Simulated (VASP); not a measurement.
# MgSe: single point with LDA

MgSe:

```
CELL_PARAMETERS angstrom
0.00000 2.73372 2.73372
2.73372 0.00000 2.73372
2.73372 2.73372 0.00000
ATOMIC_POSITIONS crystal
Mg 0.00000 0.00000 0.00000
Se 0.50000 0.50000 0.50000
```

The cell comes from a database or a generator and needn't be the stable form of this composition.

```
Program             : VASP 6.6.1
Task                : single point
Functional          : LDA
Potentials or basis : VASP PAW LDA potentials, release 64 (Mg, Se)
Cutoff              : 520 eV
k mesh              : 10 × 10 × 10
Occupations         : fermi-dirac, width 0.01 eV
Spin                : no spin polarisation
```

| Quantity | Value |
| --- | --- |
| Pressure | -3.0 GPa |
| Band gap on the k mesh | 1.63 eV, indirect (least direct gap 2.34 eV) |

Levels at points of the mesh, in eV from the valence-band top:
```tsv
k point	band 2	band 3	band 4	band 5	band 6	band 7
(0.00, 0.00, 0.00)	0.00	0.00	0.00	2.34	7.36	7.36
(0.50, 0.00, 0.00)	-4.94	-0.57	-0.57	3.70	5.99	5.99
(0.50, 0.50, 0.00)	-4.24	-1.78	-1.78	1.63	3.92	11.50
```

Wall time 31 s on 1 thread of AMD EPYC 7R43 64-Core Processor (Zen 3) (shared host), peak memory 0.13 GiB.

A k mesh can miss the band edges.
